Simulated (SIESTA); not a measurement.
Runs of SIESTA 5.4.2 on ZrO2. It takes space group Fm-3m (No. 225, cubic). The conventional cell has a = 5.090 Å, b = 5.090 Å, c = 5.090 Å, α = 90.00°, β = 90.00°, γ = 90.00°. Zr (site symmetry m-3m) is surrounded by 8 O at 2.20 Å. O (site symmetry -43m) has 4 Zr at 2.20 Å as nearest neighbours. Measurements of this composition are mostly on another form, of space group No. 14.

| level | gap on the mesh (eV) | pressure (GPa) |
| --- | --- | --- |
| PBE | 3.19 | 9.8 |
| optB88-vdW | 3.19 | 9.1 |
| vdW-DF-C09 | (b) | (c) |
| vdW-DF-cx | 3.15 | (a) |
| VV10 | 3.18 | 13.4 |

Alike in all rows: task single point; potentials or basis PseudoDojo 0.4 standard (PBE files), DZP (energy shift 0.003 Ry; two zetas on semicore shells); no spin polarisation; cell as given; k mesh 9 × 9 × 9; smearing fermi-dirac 0.05 eV; grid cutoff 800 Ry; energy shift 0.003 Ry.

Question: Estimate the missing entries.

Answer: (a) 4.0; (b) 3.14; (c) 2.8.

Caveats: an odd mesh through Γ misses points on the zone boundary, where band edges often lie; the basis of atomic orbitals isn't converged, which shifts pressures, moduli and gaps; the potentials were made for another functional, which shifts forces and pressure (some runs); the non-local part is tabulated coarsely and may be off by about a percent (some runs).

A k mesh can miss the band edges, and the runs leave out spin-orbit coupling on Zr.
